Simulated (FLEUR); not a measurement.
The system is Cu.

```
Cu
1.0
    -1.44279    1.44279    1.37608
     1.44279   -1.44279    1.37608
     1.44279    1.44279   -1.37608
Cu
1
Cartesian
  0.0000 0.0000 0.0000
```

This isn't the form of Cu at room conditions, which is fcc.

| Item | Value |
| --- | --- |
| Program | FLEUR MaX-R8.1 (later development tree) |
| Task | single point |
| Functional | PBEsol |
| Potentials or basis | all-electron |
| Basis | FLAPW |
| Kmax | 4.64 1/bohr |
| k mesh | 13 × 13 × 13 |
| Occupations | fermi-dirac, width 0.05 eV |
| Spin | no spin polarisation |
| Gmax | 14.4 1/bohr |
| Muffin-tin radii | Cu 2.11 bohr |
| lmax | Cu 9 |
| lnonsphr | Cu 9 |
| Local orbitals a species | Cu 5 |
| Max iterations | 60 |
| Mixing factor | 0.05 |
| Mixer | Anderson |
| Mixer history | 15 |

On this cell: band gap on the k mesh none (metal or under the smearing width).

The same run follows on a disturbed copy (cell strained at random at fixed volume):

```xyz
1
Lattice="-1.4108 1.4416 1.3667 1.3919 -1.4546 1.3605 1.4610 1.5047 -1.3803" Properties=species:S:1:pos:R:3 pbc="T T T"
Cu   -0.0015    0.0446    0.0097
```

Question: What does the disturbed cell give?

Answer: The energy (extrapolated to zero smearing) moves by +4.7 meV/atom; band gap on the k mesh none (metal or under the smearing width).
